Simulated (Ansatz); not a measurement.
Input, command and steps of an Ansatz relaxation.

```yaml
crystal:
  lattice:
    - [3.876930191, 0.0, 0.0]
    - [-1.9384650955, 3.3575200341, 0.0]
    - [0.0, 0.0, 4.9166058604]
  atoms:
    - { symbol: Se, position: [0.2595514107, 0.0, 0.1666666667] }
    - { symbol: Se, position: [0.0, 0.2595514107, 0.8333333333] }
    - { symbol: Se, position: [0.7404485893, 0.7404485893, 0.5] }
basis:
  ecutwfc: 420
kpoints:
  mp_grid: { grid: [12, 12, 8] }
hamiltonian:
  xc: pbesol
scf:
  occupations: { method: gaussian, width: 0.02 }
output:
  forces: true
  stress: true
  eigenvalues: true
  write_density: true
  write_potential: true
  elf: true
  volumetric_format: npy
relax:
  adjacent_minimum: "off"
  f_tol: 0.008
  max_steps: 40
```

```bash
ansatz run input.yaml --threads 1 --pin off --max-ram 2560MiB --backend cpu --events-out ev --progress --plain --runs-dir out
```

All numbers below come from Ansatz 0.2.0, DFT PBEsol, scalar-relativistic, plane waves, PAW.

Of 4 frames 4 are shown, positions in Å and forces in eV/Å; the SCF threshold varies from step to step.

```xyz
3
Lattice="3.8769 0.0000 0.0000 -1.9385 3.3575 0.0000 0.0000 0.0000 4.9166" Properties=species:S:1:pos:R:3:forces:R:3 pbc="T T T" step=1 free_energy_over_end_meV_per_atom=8.81
Se    1.0063    0.0000    0.8194    0.4336    0.0000    0.0000
Se   -0.5031    0.8714    4.0972   -0.2168    0.3756    0.0000
Se    1.4353    2.4861    2.4583   -0.2168   -0.3756    0.0000
3
Lattice="3.8769 0.0000 0.0000 -1.9385 3.3575 0.0000 0.0000 0.0000 4.9166" Properties=species:S:1:pos:R:3:forces:R:3 pbc="T T T" step=2 free_energy_over_end_meV_per_atom=1.38
Se    1.0317    0.0000    0.8194    0.1596    0.0000    0.0000
Se   -0.5158    0.8935    4.0972   -0.0798    0.1382    0.0000
Se    1.4226    2.4640    2.4583   -0.0798   -0.1382    0.0000
3
Lattice="3.8769 0.0000 0.0000 -1.9385 3.3575 0.0000 0.0000 0.0000 4.9166" Properties=species:S:1:pos:R:3:forces:R:3 pbc="T T T" step=3 free_energy_over_end_meV_per_atom=0.03
Se    1.0523    0.0000    0.8194   -0.0238    0.0000    0.0000
Se   -0.5262    0.9113    4.0972    0.0119   -0.0206    0.0000
Se    1.4123    2.4462    2.4583    0.0119    0.0206    0.0000
3
Lattice="3.8769 0.0000 0.0000 -1.9385 3.3575 0.0000 0.0000 0.0000 4.9166" Properties=species:S:1:pos:R:3:forces:R:3 pbc="T T T" step=4 free_energy_over_end_meV_per_atom=0.00
Se    1.0490    0.0000    0.8194    0.0034    0.0000    0.0000
Se   -0.5245    0.9085    4.0972   -0.0017    0.0030    0.0000
Se    1.4140    2.4490    2.4583   -0.0017   -0.0030    0.0000
```

It took 27 s on 1 thread of AMD EPYC 9R45 96-Core Processor (Zen 5), on a shared host, peak memory 0.52 GiB.